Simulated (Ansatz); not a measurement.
Runs of Ansatz 0.2.0 on TiSi2. It takes space group Fddd (No. 70, orthorhombic). Conventional cell: a = 4.779 Å, b = 8.235 Å, c = 8.526 Å, α = 90.00°, β = 90.00°, γ = 90.00°. Around Ti (site symmetry 222) lie 10 Si at 2.55 to 2.78 Å. Si (site symmetry 2) has 5 Si at 2.52 to 2.79 Å and 5 Ti at 2.55 to 2.78 Å as nearest neighbours. The cell is a database's computed one.

```csv
task,level,cell,cutoff (eV),basis error allowed,gap on the mesh (eV),pressure (GPa),largest force (eV/Å)
single point,PBEsol,"atoms moved at random, drawn with an rms of 0.05 Å",251,0.001 eV/atom,none,-1.4,1.07
band structure,PBEsol,as given,218,0.002 eV/atom,-,-2.0,0.05
single point,PBEsol,as given,238,0.001 eV/atom,none,-2.0,0.05
band structure,LDA,as given,218,0.002 eV/atom,-,(a),0.06
```

Alike in all rows: potentials or basis all-electron LAPW, scalar-relativistic; no spin polarisation; k mesh 7 × 7 × 7; smearing fermi-dirac 0.05 eV.

Problem. Estimate the missing entries.

Solution. (a) -5.1.

A gap of «none» marks a metal or a gap under the smearing width.

Runs at the PBE level aren't shown here.
